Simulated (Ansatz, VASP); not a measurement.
# Ag in VASP and in Ansatz

```
CELL_PARAMETERS angstrom
0.00000 2.05628 2.05628
2.05628 0.00000 2.05628
2.05628 2.05628 0.00000
ATOMIC_POSITIONS crystal
Ag 0.00000 0.00000 0.00000
```

Alike in both runs: task single point; functional PBEsol; dispersion D4; k mesh 8 × 8 × 8; occupations methfessel-paxton of order 1, width 0.1 eV; non-collinear spin, spin-orbit coupling.

|  | VASP | Ansatz |
| --- | --- | --- |
| version | VASP 6.6.1 | Ansatz 0.2.0 |
| potentials or method | VASP PAW PBE potentials, release 64 (Ag) | Ansatz PAW |
| plane-wave cutoff (eV) | 520 | 420 |
| valence electrons in the cell | 11 | 19 |

Ansatz gave:

| Property | Result |
| --- | --- |
| gap on the k mesh at the Fermi level (eV) | none |
| pressure (GPa) | -6.9 |
| net moment per atom (μB) | 0.00 |
| dispersion energy (meV/atom) | -325.0 |

Task: Which values does VASP return?

Result: gap on the k mesh at the Fermi level (eV): none; pressure (GPa): -7.1; net moment per atom (μB): 0.00; dispersion energy (meV/atom): -324.9.

A gap of «none» marks a metal or a gap that the smearing closes. The two sets of potentials don't hold the same shells in valence.

Caveats: the PAW data sets were made with another functional, which shifts forces and pressure a little (VASP); pairwise dispersion overbinds metals, which lowers pressure and volume (Ansatz); the PAW data sets come from PBE, with cores solved anew for the run's functional, which leaves a small shift of forces and pressure (Ansatz).
